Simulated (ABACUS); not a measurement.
# GaSb (F-43m) in ABACUS: a series of runs, part 2 of 2

ABACUS 3.10.1. The steps go on from the part before.

## 3. Relaxation of cell and atoms, SCAN

run_abacus.py

```python
"""Relaxation by an ASE optimiser with ABACUS as a small file-based calculator."""
import re
import subprocess
import numpy as np
from ase.calculators.calculator import Calculator, all_changes
from ase.filters import FrechetCellFilter
from ase.io import read
from ase.optimize import BFGSLineSearch
from ase.stress import full_3x3_to_voigt_6_stress
from ase.units import Bohr, GPa

atoms = read("GaSb.xyz")
atoms = atoms[(-atoms.numbers).argsort(kind="stable")]  # ABACUS lists atoms element by element
pseudo = {'Sb': 'Sb_ONCV_PBE-1.2.upf', 'Ga': 'Ga_ONCV_PBE-1.2.upf'}
orbital = {'Sb': 'Sb_confined-atom_8au_2s2p2d.orb', 'Ga': 'Ga_confined-atom_8au_2s2p2d.orb'}
magmoms = None
kmesh = [6, 6, 6]
params = {
    'suffix': 'GaSb',
    'calculation': 'scf',
    'basis_type': 'lcao',
    'pseudo_dir': './',
    'orbital_dir': './',
    'symmetry': 1,
    'dft_functional': 'scan',
    'ecutwfc': 100,
    'pseudo_rcut': 10,
    'nspin': 1,
    'nbands': 18,
    'ks_solver': 'genelpa',
    'smearing_method': 'fd',
    'smearing_sigma': 0.00367493,
    'scf_thr': 1e-07,
    'scf_nmax': 100,
    'mixing_type': 'broyden',
    'mixing_beta': 0.7,
    'cal_force': 1,
    'cal_stress': 1,
    'mixing_tau': 1,
    'out_mul': 1,
}

def write_input(atoms):
    symbols = atoms.get_chemical_symbols()
    elements = list(dict.fromkeys(symbols))
    lines = ["ATOMIC_SPECIES"] + [f"{e} {atoms.get_masses()[symbols.index(e)]:.4f} {pseudo[e]}" for e in elements]
    if orbital:
        lines += ["", "NUMERICAL_ORBITAL"] + [orbital[e] for e in elements]
    lines += ["", "LATTICE_CONSTANT", f"{1 / Bohr:.10f}", "", "LATTICE_VECTORS"]
    lines += [" ".join(f"{x:.10f}" for x in v) for v in atoms.cell]
    lines += ["", "ATOMIC_POSITIONS", "Direct"]
    for e in elements:
        lines += ["", e, "0.0", str(symbols.count(e))]
        for i, p in enumerate(atoms.get_scaled_positions(wrap=False)):
            if symbols[i] == e:
                mag = "" if magmoms is None else " mag " + " ".join(str(x) for x in (magmoms[i] if isinstance(magmoms[i], list) else [magmoms[i]]))
                lines.append(" ".join(f"{x:.10f}" for x in p) + " 1 1 1" + mag)
    open("STRU", "w").write("\n".join(lines) + "\n")
    open("KPT", "w").write("K_POINTS\n0\nGamma\n%d %d %d 0 0 0\n" % tuple(kmesh))
    open("INPUT", "w").write("INPUT_PARAMETERS\n" + "".join(f"{k:<20s}{v}\n" for k, v in params.items()))

class Abacus(Calculator):
    implemented_properties = ["energy", "free_energy", "forces", "stress"]

    def calculate(self, atoms=None, properties=("energy",), system_changes=all_changes):
        super().calculate(atoms, properties, system_changes)
        write_input(self.atoms)
        subprocess.run(['mpirun', '-np', '4', 'abacus'], check=True)
        log = open("OUT.GaSb/running_scf.log").read()
        if "charge density convergence is achieved" not in log:
            raise RuntimeError("SCF not converged")
        rows = lambda title, n: np.array([l.split()[-3:] for l in log.split(title)[-1].split("\n")[2:2 + n]], float)
        energy = float(re.findall(r"FINAL_ETOT_IS (\S+)", log)[-1])
        stress = -rows("TOTAL-STRESS", 3) / 10 * GPa  # ABACUS prints kbar, compression positive
        self.results = dict(energy=energy, free_energy=energy, forces=rows("TOTAL-FORCE", len(self.atoms)), stress=full_3x3_to_voigt_6_stress(stress))

atoms.calc = Abacus()
opt = BFGSLineSearch(FrechetCellFilter(atoms), logfile="opt.log", trajectory="relax.traj")
print("optimiser converged:", opt.run(fmax=0.02, steps=60))
```

GaSb.xyz

```xyz
2
Lattice="0.0000000000 3.0590000000 3.0590000000 3.0590000000 0.0000000000 3.0590000000 3.0590000000 3.0590000000 0.0000000000" Properties=species:S:1:pos:R:3 pbc="T T T"
Sb     4.5885000000      4.5885000000      4.5885000000
Ga     0.0000000000      0.0000000000      0.0000000000
```

Potentials or basis: SG15 ONCV 1.2 PBE, DZP LCAO (the cutoffs set its grid).

Launch:

```
$ OMP_NUM_THREADS=1 python run_abacus.py > log
```

running log:

```text
ABACUS v3.10.1

               Atomic-orbital Based Ab-initio Computation at UStc

 ------------------------------------------------------------------------------------

 READING GENERAL INFORMATION
                           global_out_dir = OUT.GaSb/
                           global_in_card = INPUT
                               pseudo_dir = ./
                              orbital_dir = ./
                                    DSIZE = 4
                                    GSIZE = 1

 READING UNITCELL INFORMATION
                                    ntype = 2
                  lattice constant (Bohr) = 1.88973
              lattice constant (Angstrom) = 1

 READING ATOM TYPE 1
                               atom label = Sb
                      L=0, number of zeta = 2
                      L=1, number of zeta = 2
                      L=2, number of zeta = 2
             number of atom for this type = 1

 READING ATOM TYPE 2
                               atom label = Ga
                      L=0, number of zeta = 2
                      L=1, number of zeta = 2
                      L=2, number of zeta = 2
             number of atom for this type = 1

                        TOTAL ATOM NUMBER = 2
DIRECT COORDINATES
    atom                   x                   y                   z     mag                  vx                  vy                  vz
taud_Sb1            0.7500000000        0.7500000000        0.7500000000  0.0000        0.0000000000        0.0000000000        0.0000000000
taud_Ga1            0.0000000000        0.0000000000        0.0000000000  0.0000        0.0000000000        0.0000000000        0.0000000000

                          Volume (Bohr^3) = 379.348
                             Volume (A^3) = 56.2136

 Lattice vectors: (Cartesian coordinate: in unit of a_0)
                   +0            +3.04045            +3.04045
             +3.04045                  +0            +3.04045
             +3.04045            +3.04045                  -0
 Reciprocal vectors: (Cartesian coordinate: in unit of 2 pi/a_0)
             -0.16445            +0.16445            +0.16445
             +0.16445            -0.16445            +0.16445
             +0.16445            +0.16445            -0.16445
 The esolver type has been set to : ksdft_lcao

                PAO radial cut off (Bohr) = 10

 Read in pseudopotential file is Sb_ONCV_PBE-1.2.upf
                     pseudopotential type = NC
          exchange-correlation functional = PBE
                 nonlocal core correction = 0
                        valence electrons = 15
                                     lmax = 2
                           number of zeta = 0
                     number of projectors = 6
                           L of projector = 0
                           L of projector = 0
                           L of projector = 1
                           L of projector = 1
                           L of projector = 2
                           L of projector = 2
 XC functional updated to : scan
          exchange-correlation functional = SCAN
                PAO radial cut off (Bohr) = 10

 Read in pseudopotential file is Ga_ONCV_PBE-1.2.upf
                     pseudopotential type = NC
          exchange-correlation functional = PBE
                 nonlocal core correction = 0
                        valence electrons = 13
                                     lmax = 2
                           number of zeta = 0
                     number of projectors = 6
                           L of projector = 0
                           L of projector = 0
[... 136 lines left out ...]
      15  0.50000000  0.33333333 -0.33333333  0.1111      52
      16  0.50000000  0.33333333 -0.16666667  0.0556      58

                               nkstot now = 16
[... K-POINTS DIRECT COORDINATES: 16 rows ...]

           k-point number in this process = 16
       minimum distributed K point number = 16
[... stars of the k points ...]

[... K-POINTS CARTESIAN COORDINATES: 16 rows ...]

[... K-POINTS DIRECT COORDINATES: 16 rows ...]

 SETUP PLANE WAVES FOR WAVE FUNCTIONS
     energy cutoff for wavefunc (unit:Ry) = 100
              fft grid for wave functions = [ 54, 54, 54 ]
                    number of plane waves = 7799
                         number of sticks = 511

 PARALLEL PW FOR WAVE FUNCTIONS
     PROC   COLUMNS(POT)             PW
        1            128           1950
        2            128           1951
        3            128           1951
        4            127           1947
 --------------- sum -------------------
        4            511           7799

 SET NONLOCAL PSEUDOPOTENTIAL PROJECTORS
 SET NONLOCAL PSEUDOPOTENTIAL PROJECTORS
 max number of nonlocal projetors among all species is 6

 -------------------------------------------
 SELF-CONSISTENT
 -------------------------------------------

 SETUP SEARCHING RADIUS FOR PROGRAM TO SEARCH ADJACENT ATOMS
                  longest orb rcut (Bohr) = 8
   longest nonlocal projector rcut (Bohr) = 3.62
                     search radius (Bohr) = 23.2
              searching radius is (Bohr)) = 23.2
         searching radius unit is (Bohr)) = 1.89
                         PeriodicBoundary = 1
                        Radius(unit:lat0) = 12.3
                                   glayer = [ 5, 5, 5 ]
                             glayer_minus = [ 4, 4, 4 ]

Find the coordinate range of the input atom(unit:lat0).
                                  min_tau = [ -24.3, -24.3, -24.3 ]
                                  max_tau = [ 28.9, 28.9, 28.9 ]
                                BoxNumber = [ 9, 9, 9 ]

 SETUP EXTENDED REAL SPACE GRID FOR GRID INTEGRATION
                          real space grid = [ 54, 54, 54 ]
                 big cell numbers in grid = [ 27, 27, 27 ]
             meshcell numbers in big cell = [ 2, 2, 2 ]
                        extended fft grid = [ 33, 33, 33 ]
                dimension of extened grid = [ 94, 94, 94 ]
                            UnitCellTotal = 125
              Atom number in sub-FFT-grid = 2
    Local orbitals number in sub-FFT-grid = 36
                                ParaV.nnr = 26244
                                 init_chg = atomic

 LCAO ALGORITHM --------------- ION=   1  ELEC=   1--------------------------------

 Density error is 0.0426259069168
----------------------------------------------------------
     Energy           Rydberg                 eV
----------------------------------------------------------
 E_KohnSham     -270.5513677966      -3681.0402037273
 E_Harris       -270.0704726177      -3674.4972891540
 E_Fermi        0.6739655805         9.1697721503
----------------------------------------------------------
[... 102 lines left out ...]
 Density error is 3.09643626653e-08
----------------------------------------------------------
     Energy           Rydberg                 eV
----------------------------------------------------------
 E_KohnSham     -270.7619759916      -3683.9056752252
 E_KS(sigma->0) -270.7619372701      -3683.9051483913
 E_Harris       -270.7619758370      -3683.9056731209
 E_band         -15.4216937832       -209.8229082631
 E_one_elec     -136.3476396686      -1855.1048083440
 E_Hartree      82.3325982487        1120.1924673271
 E_xc           -32.3285973517       -439.8531323310
 E_Ewald        -184.4182597769      -2509.1391482096
 E_entropy(-TS) -0.0000774431        -0.0010536678
 E_descf        0.0000000000         0.0000000000
 E_exx          0.0000000000         0.0000000000
 E_Fermi        0.6841936536         9.3089322239
----------------------------------------------------------

 charge density convergence is achieved
 final etot is -3683.9056752 eV
 EFERMI = 9.3089322239 eV

 STATE ENERGY(eV) AND OCCUPATIONS    NSPIN == 1
 1/16 kpoint (Cartesian) = 0.0000 0.0000 0.0000 (1587 pws)
       1       -18.9933     0.00925926
       2       -18.9933     0.00925926
       3       -18.9933     0.00925926
       4       -18.9248     0.00925926
       5       -18.9248     0.00925926
       6       -5.27039     0.00925926
[... 98 lines left out ...]
       5       -18.9230       0.222222
       6       -5.31052       0.222222
[... 10 lines left out ...]
      17        14.6503    8.95380e-48
      18        14.7082    2.81181e-48

[... levels at 10 further k points ...]

 correction force for each atom along direction 1 is -0.0113928
 correction force for each atom along direction 2 is -0.00473019
 correction force for each atom along direction 3 is -0.00506250
------------------------------------------------------------------------------------------
 TOTAL-FORCE (eV/Angstrom)
------------------------------------------------------------------------------------------
                       Sb1         0.0000000000         0.0000000000         0.0000000000
                       Ga1         0.0000000000         0.0000000000         0.0000000000
------------------------------------------------------------------------------------------

----------------------------------------------------------------
 TOTAL-STRESS (KBAR)
----------------------------------------------------------------
        -0.0016224045        -0.0000000000        -0.0000000000
        -0.0000000000        -0.0016224045         0.0000000000
        -0.0000000000         0.0000000000        -0.0016224045
----------------------------------------------------------------
 TOTAL-PRESSURE: -0.001622 KBAR

 --------------------------------------------
 !FINAL_ETOT_IS -3683.9056752251653961 eV
 --------------------------------------------
```

Wall time 86 s (4 MPI ranks of Intel Xeon Platinum 8488C (Sapphire Rapids), shared host); peak memory 0.48 GiB.

What came out:

```yaml
Free_energy: -3683.9057 eV
Relaxed_volume: 28.11 Å³/atom
Relaxed_cell: a = 4.300 Å, b = 4.300 Å, c = 4.300 Å, α = 60.00°, β = 60.00°, γ = 60.00°
Space_group_after_relaxing_to_0.05_Å: F-43m (No. 216)
Energy_gained_by_relaxing: 1.6 meV/atom
Ionic_steps: 2
Pressure_after_relaxing: 0.0 GPa
Band_gap_on_the_k_mesh: none (metal or under the smearing width)
Mulliken_charges: Sb +0.15; Ga -0.15 e
```

Step by step:
| step | energy change (eV) | largest force (eV/Å) | pressure (GPa) | volume (Å³) |
| --- | --- | --- | --- | --- |
| 1 | 0.0000 | 0.0000 | -1.01 | 57.25 |
| 2 | -0.0032 | 0.0000 | 0.00 | 56.21 |

Final structure:
```xyz
2
Lattice="0.0000 3.0404 3.0404 3.0404 0.0000 3.0404 3.0404 3.0404 0.0000" Properties=species:S:1:pos:R:3 pbc="T T T"
Sb    4.5607    4.5607    4.5607
Ga    0.0000    0.0000    0.0000
```

Caveat: the atomic orbitals were generated for these runs and aren't a published set; Mulliken charges move with the basis; the potentials were made for another functional, which shifts forces and pressure; the basis of atomic orbitals isn't converged, which shifts pressures, moduli and gaps. Spin-orbit coupling is left out, which matters for the levels of Sb.

## 4. Comparison with measurements

Step 2. A measured gap of GaSb is 0.811 eV (direct; 4.2 K; a printed reference work, data compilation); the calculated 0.00 eV misses it by -0.81 eV. Spin-orbit coupling on Ga, Sb is left out. The value is that of SCAN in an atomic basis (SG15 ONCV 1.2 PBE, DZP LCAO (the cutoffs set its grid)), whose error adds to the functional's, on a finite k mesh, which can miss the band edges, without temperature or zero-point motion.
